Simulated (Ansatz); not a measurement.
Geometry optimisation in Ansatz: input, command and trajectory.

```yaml
crystal:
  lattice:
    - [5.764, 0.0, 0.0]
    - [-2.882, 4.9917704274, 0.0]
    - [0.0, 0.0, 4.664]
  atoms:
    - { symbol: Ti, position: [0.8333, 0.1667, 0.25] }
    - { symbol: Ti, position: [0.6666, 0.8333, 0.75] }
    - { symbol: Ti, position: [0.8333, 0.6666, 0.25] }
    - { symbol: Ti, position: [0.1667, 0.8333, 0.75] }
    - { symbol: Ti, position: [0.3334, 0.1667, 0.25] }
    - { symbol: Ti, position: [0.1667, 0.3334, 0.75] }
    - { symbol: Al, position: [0.3333333333, 0.6666666667, 0.25] }
    - { symbol: Al, position: [0.6666666667, 0.3333333333, 0.75] }
basis:
  ecutwfc: 420
kpoints:
  mp_grid: { grid: [6, 6, 8] }
hamiltonian:
  xc: pbesol
scf:
  occupations: { method: gaussian, width: 0.1 }
output:
  forces: true
  stress: true
  eigenvalues: true
relax:
  adjacent_minimum: "off"
  f_tol: 0.01
  max_steps: 40
```

```bash
ansatz run input.yaml --threads 2 --pin off --max-ram 5120MiB --backend cpu --events-out ev --progress --plain --runs-dir out
```

These are results of DFT PBEsol, scalar-relativistic, plane waves, PAW in Ansatz, not measurements.

Of 4 frames 3 are shown, positions in Å and forces in eV/Å; the SCF threshold varies from step to step.

```xyz
8
Lattice="5.7640 0.0000 0.0000 -2.8820 4.9918 0.0000 0.0000 0.0000 4.6640" Properties=species:S:1:pos:R:3:forces:R:3 pbc="T T T" step=1 free_energy_over_end_meV_per_atom=3.49
Ti    4.3227    0.8321    1.1660   -0.2716    0.1568    0.0000
Ti    1.4407    4.1596    3.4980   -0.2716   -0.1568    0.0000
Ti    2.8820    3.3275    1.1660    0.0000   -0.3136    0.0000
Ti   -1.4407    4.1596    3.4980    0.2716   -0.1568    0.0000
Ti    1.4413    0.8321    1.1660    0.2716    0.1568    0.0000
Ti    0.0000    1.6643    3.4980    0.0000    0.3136    0.0000
Al    0.0000    3.3278    1.1660    0.0000    0.0000    0.0000
Al    2.8820    1.6639    3.4980    0.0000    0.0000    0.0000
8
Lattice="5.7640 0.0000 0.0000 -2.8820 4.9918 0.0000 0.0000 0.0000 4.6640" Properties=species:S:1:pos:R:3:forces:R:3 pbc="T T T" step=2 free_energy_over_end_meV_per_atom=1.54
Ti    4.2804    0.8566    1.1660    0.1839   -0.1062    0.0000
Ti    1.3984    4.1352    3.4980    0.1839    0.1062    0.0000
Ti    2.8820    3.2786    1.1660    0.0000    0.2124    0.0000
Ti   -1.3984    4.1352    3.4980   -0.1839    0.1062    0.0000
Ti    1.4836    0.8566    1.1660   -0.1839   -0.1062    0.0000
Ti    0.0000    1.7131    3.4980    0.0000   -0.2124    0.0000
Al    0.0000    3.3278    1.1660    0.0000    0.0000    0.0000
Al    2.8820    1.6639    3.4980    0.0000    0.0000    0.0000
8
Lattice="5.7640 0.0000 0.0000 -2.8820 4.9918 0.0000 0.0000 0.0000 4.6640" Properties=species:S:1:pos:R:3:forces:R:3 pbc="T T T" step=4 free_energy_over_end_meV_per_atom=0.00
Ti    4.2968    0.8471    1.1660    0.0038   -0.0022    0.0000
Ti    1.4148    4.1447    3.4980    0.0038    0.0022    0.0000
Ti    2.8820    3.2976    1.1660    0.0000    0.0044    0.0000
Ti   -1.4148    4.1447    3.4980   -0.0038    0.0022    0.0000
Ti    1.4672    0.8471    1.1660   -0.0038   -0.0022    0.0000
Ti    0.0000    1.6942    3.4980    0.0000   -0.0044    0.0000
Al    0.0000    3.3278    1.1660    0.0000    0.0000    0.0000
Al    2.8820    1.6639    3.4980    0.0000    0.0000    0.0000
```

Time: 13 s on 2 threads of Intel(R) Xeon(R) 6975P-C (Granite Rapids) (shared host), peak memory 0.56 GiB.